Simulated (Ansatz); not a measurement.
InN (wurtzite)

```xyz
8
Lattice="3.5805 0.0000 0.0000 -1.7903 3.1008 0.0000 0.0000 0.0000 11.5756" Properties=species:S:1:pos:R:3 pbc="T T T"
In     1.7903     1.0336     2.9053
In     1.7903     1.0336     8.6931
In     0.0000     2.0672     0.0114
In     0.0000     2.0672     5.7992
N      1.7903     1.0336     0.7132
N      1.7903     1.0336     6.5010
N      0.0000     2.0672     3.6071
N      0.0000     2.0672     9.3949
```

The atoms are displaced by Q × the pattern below (from a DFPT mode at A = (0.0, 0.0, 0.5), largest move 1; Q in Å), at fixed cell. It is one choice among 2 degenerate patterns. (q is in reciprocal vectors of the primitive cell; the cell shown is doubled to hold the pattern.)

| atom | x | y | z |
|---|---|---|---|
| In1 | 0.000 | 0.000 | -0.107 |
| In2 | 0.000 | 0.000 | 0.107 |
| In3 | 0.000 | 0.000 | 0.036 |
| In4 | 0.000 | 0.000 | -0.036 |
| N5 | 0.000 | 0.000 | 0.704 |
| N6 | 0.000 | 0.000 | -0.704 |
| N7 | 0.000 | 0.000 | 1.000 |
| N8 | 0.000 | 0.000 | -1.000 |

All values below come from PBE (plane waves to 420 eV, PAW, scalar-relativistic; Ansatz, an electronic-structure program). k mesh 11×11×3 (Γ-centred), Fermi-Dirac smearing 0.05 eV. With partly filled bands, energies and forces of such displacements shift with the k mesh and the smearing. At this level the bands of InN touch or barely overlap; measurements give the solid a gap. InN was relaxed with its symmetry unable to fall. 

```json
[
 {"Q (Å)": "-0.280", "−dE/dQ from forces (eV/Å)": "14.888"},
 {"Q (Å)": "-0.233", "−dE/dQ from forces (eV/Å)": "12.144"},
 {"Q (Å)": "-0.187", "−dE/dQ from forces (eV/Å)": "9.564"},
 {"Q (Å)": "-0.140", "−dE/dQ from forces (eV/Å)": "7.076"},
 {"Q (Å)": "-0.093", "−dE/dQ from forces (eV/Å)": "4.667"},
 {"Q (Å)": "-0.047", "−dE/dQ from forces (eV/Å)": "2.317"},
 {"Q (Å)": "0.000", "−dE/dQ from forces (eV/Å)": "0.000"},
 {"Q (Å)": "0.047", "−dE/dQ from forces (eV/Å)": "-2.317"},
 {"Q (Å)": "0.093", "−dE/dQ from forces (eV/Å)": "-4.667"},
 {"Q (Å)": "0.140", "−dE/dQ from forces (eV/Å)": "-7.076"},
 {"Q (Å)": "0.187", "−dE/dQ from forces (eV/Å)": "-9.564"},
 {"Q (Å)": "0.233", "−dE/dQ from forces (eV/Å)": "-12.144"},
 {"Q (Å)": "0.280", "−dE/dQ from forces (eV/Å)": "-14.888"}
]
```

### Question
What harmonic wavenumber does the curvature at Q = 0 give?

### Answer
548 cm⁻¹. E″ = 49.52 eV/Å², M = Σ mᵢ|uᵢ|² = 44.8 u, ν̃ = 521.5·√(|E″|/M).

(For displaced atoms, the force is minus the slope of the energy, and its curvature is a force constant, which sets phonon frequencies.)
